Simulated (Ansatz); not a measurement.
# SnS under strain: ³³S NMR of the central transition

Cell: an entry of the Crystallography Open Database (COD), relaxed with PBE at fixed cell and then changed (z compressed by 1 %, ions relaxed).

```
Sn S
1.0
    11.32000    0.00000    0.00000
     0.00000    4.05000    0.00000
     0.00000    0.00000    4.19958
Sn S
4 4
Direct
  0.12019 0.25000 0.10447
  0.37981 0.75000 0.60447
  0.62019 0.25000 0.39553
  0.87981 0.75000 0.89553
  0.85148 0.25000 0.47714
  0.64852 0.75000 0.97714
  0.35148 0.25000 0.02286
  0.14852 0.75000 0.52286
```

Atoms are numbered from 1 in the order listed; like atoms form one site, named after its first atom.

The numbers come from a DFT calculation in Ansatz (PBE, plane waves and PAW, scalar-relativistic, 420 eV cutoff, Γ-centred 4×11×10 k-points, Fermi–Dirac smearing 0.02 eV).

³³S has I = 3/2 and Q = -69.40 mb (Pyykkö 2018); at 18.8 T its Larmor frequency is ν₀ = 61.5 MHz. Only the quadrupole interaction is simulated: positions count from each site's isotropic chemical shift, and shift anisotropy, dipolar and J coupling are left out.

(1) Give C_Q, η, the quadrupolar product P_Q = |C_Q|(1 + η²/3)^½, the second-order isotropic shift and the breadth of the pattern (static powder) for each S site.

Answers

(1) 

```json
{"site": "S", "first shell": "3 Sn at 2.64–2.70 Å; also 2 Sn at 3.19 Å", "C_Q (MHz)": "4.65", "η": "0.12", "P_Q (MHz)": "4.66", "δ_QIS (ppm)": "-143", "breadth (kHz)": "50.4"}
```

δ_QIS = −(ν_Q²/30ν₀²)[I(I+1) − 3/4](1 + η²/3) × 10⁶ ppm with ν_Q = 3|C_Q|/[2I(2I−1)]; it falls as 1/B₀² in ppm, and the breadth as 1/B₀ in kHz.

Without spin–orbit coupling (the program notes it for Sn) the gradients can shift somewhat, as the gap is small.
